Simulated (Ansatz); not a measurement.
Stoichiometric slabs of AlRu (Pm-3m (No. 221)), cut along different planes. They are 10 to 11 Å thick, cut from the relaxed bulk and then relaxed; γ is the mean of both faces, φ the top face's.

```
Al Ru
1.0
     2.98262    0.00000    0.00000
     0.00000    2.98262    0.00000
     0.00000    0.00000    2.98262
Al Ru
1 1
Direct
  0.00000 0.00000 0.00000
  0.50000 0.50000 0.50000
```

Theory: Ansatz 0.2.0, DFT r2SCAN, scalar-relativistic, plane waves, PAW. Cutoff 500 eV, k spacing 0.19 to 0.25 Å⁻¹, dipole correction; spin where the bulk is magnetic.

```tsv
slab	cell (Å²)	γ as cut (J/m²)	γ relaxed (J/m²)	φ (eV)	bulk gap (eV)
(110), AlRu/AlRu	12.6	2.47	2.46	4.76	0.0
(111), Al/Ru	15.4	3.18	3.09	4.59	0.0
```

Q: Estimate γ for (100), Al/Ru (cell 8.9 Å², bulk gap 0.0 eV).

A: 3.10 J/m² as cut and 2.83 J/m² relaxed, number 2 from the lowest of the 3.

Q: Which of these faces must appear on a crystal's equilibrium shape?

A: By Wulff's rule each face lies at a distance from the centre in proportion to its γ, so the lowest, (110), AlRu/AlRu at 2.46 J/m², lies nearest and is sure to appear among those computed; areas also depend on angles and on how many equivalent faces there are.

Where a slab's two faces differ, γ is their mean, each face has its own, which moves with the chemical potentials, and such polar cuts usually reconstruct, which these small cells can't show; the order above holds for the means.